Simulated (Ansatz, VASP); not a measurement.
## One calculation of Pt, two programs

```xyz
2
Lattice="2.7608 0.0000 0.0000 -1.3804 2.3909 0.0000 0.0000 0.0000 4.7720" Properties=species:S:1:pos:R:3 pbc="T T T"
Pt    0.0000    1.5940    1.1930
Pt    1.3804    0.7970    3.5790
```

Alike in both runs: functional PBE; k mesh 17 × 17 × 9; occupations fermi-dirac, width 0.05 eV; no spin polarisation.

Ansatz relaxed the structure, and its values are those at the end. VASP's run is a single point on that final structure, the one shown.

```csv
,VASP,Ansatz
version,VASP 6.6.1,Ansatz 0.2.0
potentials or method,"VASP PAW PBE potentials, release 64 (Pt), cutoff 520 eV","all-electron LAPW, scalar-relativistic"
```

```csv
,VASP,Ansatz,Ansatz less VASP
pressure (GPa),-0.5,0.0,+0.47
```

Ansatz ran all-electron here, so the differences hold the error of VASP's frozen core and of both bases.

The runs have no spin-orbit coupling, so splittings on Pt are missing.
